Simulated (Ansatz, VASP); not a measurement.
# AlN: VASP beside Ansatz

Contents of INCAR:

```
SYSTEM = AlN
ALGO     = Fast           ! electronic algorithm
EDIFF    = 1E-6           ! SCF threshold, eV
ENCUT    = 520            ! plane-wave cutoff, eV
GGA      = CA             ! functional
ISIF     = 2              ! what is computed and relaxed
ISMEAR   = 0              ! smearing method
LASPH    = .TRUE.         ! aspherical terms in the spheres
LCHARG   = .FALSE.        ! write CHGCAR
LREAL    = .FALSE.        ! projectors in reciprocal space
LWAVE    = .FALSE.        ! write WAVECAR
NBANDS   = 16             ! bands
NELM     = 60             ! most SCF steps
PREC     = Accurate       ! precision mode
SIGMA    = 0.05           ! smearing width, eV
```

File KPOINTS:

```
k-points
0
G
  9 9 6
  0 0 0
```

File POSCAR:

```
AlN
1.0
    3.4964919247      0.0000000000      0.0000000000
   -1.7482459623      3.0280508309      0.0000000000
    0.0000000000      0.0000000000      3.7575719424
Al N
2 2
Direct
    0.3333333333      0.6666666667      0.7500000000
    0.6666666667      0.3333333333      0.2500000000
    0.3333333333      0.6666666667      0.2500000000
    0.6666666667      0.3333333333      0.7500000000
```

Input for Ansatz:

```yaml
crystal:
  lattice:
    - [3.4964919247, 0.0, 0.0]
    - [-1.7482459623, 3.0280508309, 0.0]
    - [0.0, 0.0, 3.7575719424]
  atoms:
    - { symbol: Al, position: [0.3333333333, 0.6666666667, 0.75] }
    - { symbol: Al, position: [0.6666666667, 0.3333333333, 0.25] }
    - { symbol: "N", position: [0.3333333333, 0.6666666667, 0.25] }
    - { symbol: "N", position: [0.6666666667, 0.3333333333, 0.75] }
basis:
  ecutwfc: 420
kpoints:
  mp_grid: { grid: [9, 9, 6] }
hamiltonian:
  xc: lda
scf:
  occupations: { method: gaussian, width: 0.05 }
output:
  forces: true
  stress: true
  eigenvalues: true
```

Alike in both runs: task single point; functional LDA; k mesh 9 × 9 × 6; occupations gaussian, width 0.05 eV; no spin polarisation.

|  | VASP | Ansatz |
| --- | --- | --- |
| version | VASP 6.6.1 | Ansatz 0.2.0 |
| potentials or method | VASP PAW LDA potentials, release 64 (Al, N) | scalar-relativistic, plane waves, PAW |
| plane-wave cutoff (eV) | 520 | 420 |
| valence electrons in the cell | 16 | 16 |

Ansatz gave:

| Item | Value |
| --- | --- |
| gap on the k mesh at the Fermi level (eV) | 3.58 |
| least direct gap on the mesh (eV) | 3.77 |
| pressure (GPa) | -3.1 |
| largest component of the traceless stress (GPa) | 23.62 |

**Question.** Estimate VASP's values.

**Answer.** gap on the k mesh at the Fermi level (eV): 3.58; least direct gap on the mesh (eV): 3.77; pressure (GPa): -2.6; largest component of the traceless stress (GPa): 24.31.

Caveats: an odd mesh through Γ misses points on the zone boundary, where band edges often lie. A hybrid or GW would open this gap; LDA tends to underestimate it.
